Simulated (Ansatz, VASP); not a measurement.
This is a calculation of KBr for Ansatz 0.2.0.

input.yaml

```yaml
crystal:
  lattice:
    - [0.0, 3.3, 3.3]
    - [3.3, 0.0, 3.3]
    - [3.3, 3.3, 0.0]
  atoms:
    - { symbol: Br, position: [0.5, 0.5, 0.5] }
    - { symbol: K, position: [0.0, 0.0, 0.0] }
hamiltonian:
  xc: { exchange: pbe, correlation: pbe, exx: { coeff: 0.25, omega: 0.3 } }
  pseudopotentials: { kind: paw }
kpoints:
  mp_grid: { grid: [4, 4, 4] }
scf:
  occupations: { method: fermi_dirac, width: 0.05 }
output:
  forces: true
  stress: true
  eigenvalues: true
```

Potentials or basis: Ansatz PAW.

Launch:

```sh
$ ansatz run input.yaml --threads 2 --pin off --max-ram 5632MiB --backend cpu --events-out ev --progress --plain --runs-dir out
```

Translate it to VASP 6.6.1. Potentials there: VASP PAW PBE potentials, release 64 (Br, K_sv).

As run (the cutoff follows the program's own potentials):

Contents of POSCAR:

```
KBr
1.0
    0.0000000000      3.3000000000      3.3000000000
    3.3000000000      0.0000000000      3.3000000000
    3.3000000000      3.3000000000      0.0000000000
Br K
1 1
Direct
    0.5000000000      0.5000000000      0.5000000000
    0.0000000000      0.0000000000      0.0000000000
```

The input INCAR.step1:

```
SYSTEM = KBr
PREC     = Accurate       ! precision mode
ENCUT    = 520            ! plane-wave cutoff, eV
EDIFF    = 1E-5           ! SCF threshold, eV
ISMEAR   = -1             ! smearing method
SIGMA    = 0.05           ! smearing width, eV
LREAL    = .False.        ! projectors in reciprocal space
LASPH    = .True.         ! aspherical terms in the spheres
NELM     = 100            ! most SCF steps
ALGO     = Normal         ! electronic algorithm
ISIF     = 2              ! what is computed and relaxed
LWAVE    = .True.         ! write WAVECAR
NBANDS   = 15             ! bands
GGA      = PE             ! functional
```

Contents of INCAR.step2:

```
SYSTEM = KBr
PREC     = Accurate       ! precision mode
ENCUT    = 520            ! plane-wave cutoff, eV
EDIFF    = 1E-7           ! SCF threshold, eV
ISMEAR   = -1             ! smearing method
SIGMA    = 0.05           ! smearing width, eV
LREAL    = .False.        ! projectors in reciprocal space
LASPH    = .True.         ! aspherical terms in the spheres
NELM     = 100            ! most SCF steps
ALGO     = Normal         ! electronic algorithm
ISIF     = 2              ! what is computed and relaxed
LWAVE    = .False.        ! write WAVECAR
LCHARG   = .False.        ! write CHGCAR
GGA      = PE             ! functional
LHFCALC  = .True.         ! exact exchange
HFSCREEN = 0.3            ! screening, 1/A
AEXX     = 0.25           ! exact-exchange fraction
PRECFOCK = Fast         
NBANDS   = 15             ! bands
ISTART   = 1
```

Contents of KPOINTS:

```
Automatic mesh
0
Gamma
  4 4 4
  0 0 0
```

Potentials or basis: VASP PAW PBE potentials, release 64 (Br, K_sv).

Launch:

```bash
$ cat potpaw_PBE.64/Br/POTCAR potpaw_PBE.64/K_sv/POTCAR > POTCAR
$ cp INCAR.step1 INCAR
$ mpirun -np 1 vasp_std > vasp.out
$ cp INCAR.step2 INCAR
$ mpirun -np 1 vasp_std > vasp.out
```

Both were run:

|  | VASP | Ansatz | Ansatz less VASP |
| --- | --- | --- | --- |
| gap on the k mesh at the Fermi level (eV) | 5.37 | 5.38 | +0.004 |
| least direct gap on the mesh (eV) | 5.37 | 5.38 | +0.004 |
| pressure (GPa) | 0.5 | 0.5 | -0.03 |

The functional is the same, so the differences come from potentials, cutoffs and numerics.

Caveats: the PAW data sets were made with another functional, which shifts forces and pressure a little (VASP); the PAW data sets come from PBE, with cores solved anew for the run's functional, which leaves a small shift of forces and pressure (Ansatz); the thresholds are loose for stress (Ansatz).
